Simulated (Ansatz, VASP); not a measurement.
# Two plane-wave programs on Os

INCAR

```
SYSTEM = Os
ALGO     = Normal         ! electronic algorithm
EDIFF    = 1E-7           ! SCF threshold, eV
ENCUT    = 520            ! plane-wave cutoff, eV
GGA      = PE             ! functional
ISIF     = 2              ! what is computed and relaxed
ISMEAR   = 0              ! smearing method
LASPH    = .TRUE.         ! aspherical terms in the spheres
LCHARG   = .TRUE.         ! write CHGCAR
LELF     = .TRUE.         ! ELF
LREAL    = .FALSE.        ! projectors in reciprocal space
LVHAR    = .TRUE.       
LWAVE    = .FALSE.        ! write WAVECAR
NBANDS   = 10             ! bands
NELM     = 100            ! most SCF steps
PREC     = Accurate       ! precision mode
SIGMA    = 0.1            ! smearing width, eV
```

The input KPOINTS:

```
k-points
0
G
  8 8 8
  0 0 0
```

File POSCAR:

```
Os
1.0
   -1.5182944859      1.5182944859      1.5182944859
    1.5182944859     -1.5182944859      1.5182944859
    1.5182944859      1.5182944859     -1.5182944859
Os
1
Direct
    0.0000000000      0.0000000000      0.0000000000
```

Input for Ansatz:

```yaml
crystal:
  lattice:
    - [-1.5182944859, 1.5182944859, 1.5182944859]
    - [1.5182944859, -1.5182944859, 1.5182944859]
    - [1.5182944859, 1.5182944859, -1.5182944859]
  atoms:
    - { symbol: Os, position: [0.0, 0.0, 0.0] }
basis:
  ecutwfc: 420
kpoints:
  mp_grid: { grid: [8, 8, 8] }
hamiltonian:
  xc: pbe
  pseudopotentials: { kind: paw, azcp: { folder: soft_1 } }
scf:
  occupations: { method: gaussian, width: 0.1 }
output:
  forces: true
  stress: true
  eigenvalues: true
```

This isn't the form of Os at room conditions, which is hcp.

Alike in both runs: task single point; functional PBE; k mesh 8 × 8 × 8; occupations gaussian, width 0.1 eV; no spin polarisation.

|  | VASP | Ansatz |
| --- | --- | --- |
| version | VASP 6.6.1 | Ansatz 0.2.0 |
| potentials or method | VASP PAW PBE potentials, release 64 (Os) | scalar-relativistic, plane waves, PAW |
| plane-wave cutoff (eV) | 520 | 420 |
| valence electrons in the cell | 8 | 16 |

```csv
,VASP,Ansatz,Ansatz less VASP
gap on the k mesh at the Fermi level (eV),none,none,-
pressure (GPa),21.8,21.3,-0.53
```

A gap of «none» marks a metal or a gap that the smearing closes. With one functional, cell and mesh, what is left measures potentials, basis and numerics. The two sets of potentials don't hold the same shells in valence.

Caveats: the k mesh is coarse (spacing up to 0.37 Å⁻¹), so the values aren't converged; so large a pressure means that the cell lies far from this level's equilibrium, or that cutoff or potentials fall short (VASP). The runs have no spin-orbit coupling, so splittings on Os are missing.
